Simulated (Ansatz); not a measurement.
Ansatz input file:

```yaml
crystal:
  lattice:
    - [7.1413579071, 0.0, 0.0]
    - [0.0, 7.1413579071, 0.0]
    - [0.0, 0.0, 7.1413579071]
  atoms:
    - { symbol: Cs, position: [0.874568, 0.125432, 0.625432] }
    - { symbol: Cs, position: [0.374568, 0.374568, 0.374568] }
    - { symbol: Cs, position: [0.125432, 0.625432, 0.874568] }
    - { symbol: Cs, position: [0.625432, 0.874568, 0.125432] }
basis:
  ecutwfc: 420
kpoints:
  mp_grid: { grid: [6, 6, 6] }
hamiltonian:
  xc: pbe
scf:
  occupations: { method: gaussian, width: 0.1 }
output:
  forces: true
  stress: true
  eigenvalues: true
```

Launched with
```bash
ansatz run input.yaml --threads 1 --pin off --max-ram 1331MiB --backend cpu --events-out ev --progress --plain --runs-dir out
```

These are results of DFT PBE, scalar-relativistic, plane waves, PAW (Ansatz 0.2.0), not measurements.

Abridged output:

```
Pseudopotentials: kind: paw
Pseudopotential: Cs, paw, valence charge 9, recommended cutoff 420 eV (normal)
Functional definition: PBE
Crystal: 4 atoms, lattice volume = 364.202 Å³
Basis set: ecut = 420 eV, 7123 PW (Γ), exchange–correlation on 96×96×96 points (8 copies of the dense FFT grid, shifted against one another)
Bands: 22, of which v1, the nominal top of the filled ones, is band 18 counted from 1 (17 counted from 0)
Symmetry: 12 space group operations
Space group: P213 (ITA 198), of the structure as read, at distance tolerance 7.1e-5 Å
k-points: 24 of 216 (time reversal used)
Initial density: superposition of atomic densities (neutral atoms: chi_scale 0, normalization atom), corrected by the library's trained network
Initial wavefunctions: pseudopotential atomic-orbital guess
Functional: x = pbe(κ = 0.804, μ = 0.21951497), c = pbe(β = 0.06672455)
SCF iter   1: F=—  HF=-22681.980191 eV  |F-HF|=—  |Δ(HF+E_count)|=         —  Δρ=1.72e-3  dr2=5.41e-2  ethr=1.77e-3  ⟨swp⟩=9.4  Hψ=2957  notcnv=0
SCF iter   2: F=—  HF=-22681.979816 eV  |F-HF|=—  |Δ(HF+E_count)|=   3.74e-4  Δρ=1.24e-3  dr2=2.93e-2  ethr=1.50e-4  ⟨swp⟩=1.3  Hψ=729  notcnv=0
SCF iter   3: F=—  HF=-22681.977294 eV  |F-HF|=—  |Δ(HF+E_count)|=   2.52e-3  Δρ=5.63e-4  dr2=6.02e-3  ethr=8.14e-5  ⟨swp⟩=1.1  Hψ=532  notcnv=0
SCF iter   4: F=—  HF=-22681.976680 eV  |F-HF|=—  |Δ(HF+E_count)|=   6.14e-4  Δρ=1.51e-4  dr2=9.60e-5  ethr=1.67e-5  ⟨swp⟩=3.0  Hψ=912  notcnv=0
SCF iter   5: F=—  HF=-22681.976900 eV  |F-HF|=—  |Δ(HF+E_count)|=   2.20e-4  Δρ=5.68e-5  dr2=1.18e-5  ethr=2.67e-7  ⟨swp⟩=2.2  Hψ=1000  notcnv=0
SCF iter   6: F=—  HF=-22681.976900 eV  |F-HF|=—  |Δ(HF+E_count)|=   6.82e-7  Δρ=2.15e-5  dr2=2.28e-6  ethr=3.27e-8  ⟨swp⟩=2.2  Hψ=907  notcnv=0
SCF iter   7: F=—  HF=-22681.976902 eV  |F-HF|=—  |Δ(HF+E_count)|=   2.01e-6  Δρ=5.51e-6  dr2=2.70e-7  ethr=6.34e-9  ⟨swp⟩=3.0  Hψ=919  notcnv=0
SCF iter   8: F=-22681.976902 eV  HF=-22681.976902 eV  |F-HF|=1.09e-8  |Δ(HF+E_count)|=   1.39e-7  Δρ=2.24e-6  dr2=6.33e-8  ethr=2.78e-10  ⟨swp⟩=10.2  Hψ=2675  notcnv=0
SCF 1 converged in 8 iterations: F = -22681.976902 eV  dr2 = 6.33e-8
SCF converged after 8 iterations
Free energy (F): -22681.976902 eV
Harris-Foulkes:  -22681.976902 eV  (|F-HF|=1.09e-8)
Internal energy: -22681.946928 eV  (E = F + TS)
E sigma→0 (E₀):  -22681.961915 eV
Entropy (-TS):   -0.029975 eV (-7.494 meV/atom)
Fermi energy:    3.440935 eV
--- Per-component energies (eV) ---
  E_band       = -334.727519
  E_kinetic    = 566.024090
  E_local      = -1485.994718  (includes V_loc(G=0)·N_el)
  E_nonlocal   = 121.462508
  E_hartree    = 523.917362
  E_xc         = -693.247217
  E_vxc        = -500.548714  (∫ρ·V_xc dr)
  E_paw        = -20267.259929  (= ΣΔE_a)
  E_vpaw       = -83.504755  (= ΣTr[D̂ρ^β])
  E_aug_tail   = -0.000005  (compensation charges beyond the density's cutoff)
  E_ewald      = -1446.849019
  E_smearing   = -0.029975  (= −TS)
--- Forces (eV/Å), atoms counted from 1 ---
  atom   1  Cs    -0.00142684     0.00142684     0.00142684
  atom   2  Cs    -0.00142684    -0.00142684    -0.00142684
  atom   3  Cs     0.00142684     0.00142684    -0.00142684
  atom   4  Cs     0.00142684    -0.00142684     0.00142684
--- Stress (GPa, compression-positive) ---
        1.067024       0.000000       0.000000
        0.000000       1.067024       0.000000
        0.000000       0.000000       1.067024
  P = ⅓ Tr σ = 1.0670 GPa (10.670 kbar)
--- Band table (eV; the first three rows and the last of 24) ---
  k-point 0: bands = ["-20.7364", "-20.6656", "-20.6656", "-20.6656", "-7.7524", "-7.7524", "-7.7524", "-7.6202", "-7.6202", "-7.6202", "-7.4618", "-7.4618", "-7.3150", "-7.3150", "-7.3150", "-7.2648", "1.5165", "3.8413", "3.8413", "3.8413", "4.5167", "4.5167"]
  k-point 1: bands = ["-20.7329", "-20.6772", "-20.6644", "-20.6588", "-7.8049", "-7.7694", "-7.6899", "-7.6554", "-7.6331", "-7.5546", "-7.4580", "-7.4446", "-7.3260", "-7.3196", "-7.3180", "-7.2795", "1.6407", "3.5611", "3.7615", "4.0428", "4.0602", "4.6204"]
  k-point 2: bands = ["-20.7229", "-20.6922", "-20.6615", "-20.6567", "-7.8313", "-7.8034", "-7.6905", "-7.6603", "-7.5928", "-7.4783", "-7.4675", "-7.4104", "-7.3431", "-7.3305", "-7.3297", "-7.3192", "1.9950", "3.1089", "3.6481", "3.7405", "4.2129", "4.7245"]
  k-point 23: bands = ["-20.6834", "-20.6834", "-20.6834", "-20.6834", "-7.7918", "-7.7918", "-7.7918", "-7.7918", "-7.4282", "-7.4282", "-7.4282", "-7.4282", "-7.3462", "-7.3462", "-7.3462", "-7.3462", "3.6184", "3.6184", "3.6184", "3.6184", "4.1279", "4.1279"]
```

Self-consistency was reached.